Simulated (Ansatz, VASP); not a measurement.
# K: VASP beside Ansatz

File INCAR:

```
ALGO = Normal
EDIFF = 1E-6
ENCUT = 520
GGA = PS
ISIF = 2
ISMEAR = 0
LASPH = T
LCHARG = F
LREAL = F
LWAVE = F
NBANDS = 10
NELM = 100
PREC = Accurate
SIGMA = 0.15
```

The input KPOINTS:

```
k-points
0
Gamma
  14 14 14
```

File POSCAR:

```
K
1.0
   -2.9387535784      2.9387535784      2.0776987799
    2.9387535784     -2.9387535784      2.0776987799
    2.9387535784      2.9387535784     -2.0776987799
K
1
Direct
    0.0000000000      0.0000000000      0.0000000000
```

Input for Ansatz:

```yaml
crystal:
  lattice:
    - [-2.9387535784, 2.9387535784, 2.0776987799]
    - [2.9387535784, -2.9387535784, 2.0776987799]
    - [2.9387535784, 2.9387535784, -2.0776987799]
  atoms:
    - { symbol: K, position: [0.0, 0.0, 0.0] }
basis:
  ecutwfc: 420
kpoints:
  mp_grid: { grid: [14, 14, 14] }
hamiltonian:
  xc: pbesol
scf:
  occupations: { method: gaussian, width: 0.15 }
output:
  forces: true
  stress: true
  eigenvalues: true
```

Alike in both runs: task single point; functional PBEsol; k mesh 14 × 14 × 14; occupations gaussian, width 0.15 eV; no spin polarisation.

|  | VASP | Ansatz |
| --- | --- | --- |
| version | VASP 6.6.1 | Ansatz 0.2.0 |
| potentials or method | VASP PAW PBE potentials, release 64 (K_sv) | scalar-relativistic, plane waves, PAW |
| plane-wave cutoff (eV) | 520 | 420 |
| valence electrons in the cell | 9 | 9 |

|  | VASP | Ansatz | Ansatz less VASP |
| --- | --- | --- | --- |
| gap on the k mesh at the Fermi level (eV) | none | none | - |
| pressure (GPa) | 0.1 | 0.1 | +0.01 |
| largest component of the traceless stress (GPa) | 0.78 | 0.78 | -0.001 |

A gap of «none» marks a metal or a gap that the smearing closes.

Caveats: the PAW data sets were made with another functional, which shifts forces and pressure a little (VASP).
